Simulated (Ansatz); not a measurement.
Crystal: Mn3Si.

```
Mn Si
1.0
     0.00000    2.86100    2.86100
     2.86100    0.00000    2.86100
     2.86100    2.86100    0.00000
Mn Si
3 1
Direct
  0.75000 0.75000 0.75000
  0.25000 0.25000 0.25000
  0.50000 0.50000 0.50000
  0.00000 0.00000 0.00000
```

Program: Ansatz 0.2.0. Alike in all runs: task projected density of states; potentials or basis Ansatz PAW; spin collinear, ferromagnetic start; cell as given; k mesh 5 × 5 × 5; smearing fermi-dirac 0.05 eV; the mesh is coarse, so values aren't converged.

Q: Order these runs on this cell by their pressure, lowest first.
A. level PBEsol; cutoff (eV) 420
B. level HSE06; cutoff (eV) 420
C. level LDA; cutoff (eV) 420
D. level r2SCAN; cutoff (eV) 500
E. level PBE0; cutoff (eV) 420

A: C (-23.3 GPa), A (-16.0 GPa), E (-13.7 GPa), D (-10.0 GPa), B (18.5 GPa).

Caveats: all runs use coarse meshes; the PAW data sets come from PBE, with cores solved anew for the run's functional, which leaves a small shift of forces and pressure; the density of states is complete only up to the lowest level of the last band computed; the starting moments weren't kept (some runs); the magnetic or orbital state may not be the lowest (some runs); the thresholds are loose for stress (some runs).

Runs at the PBE level aren't shown here.
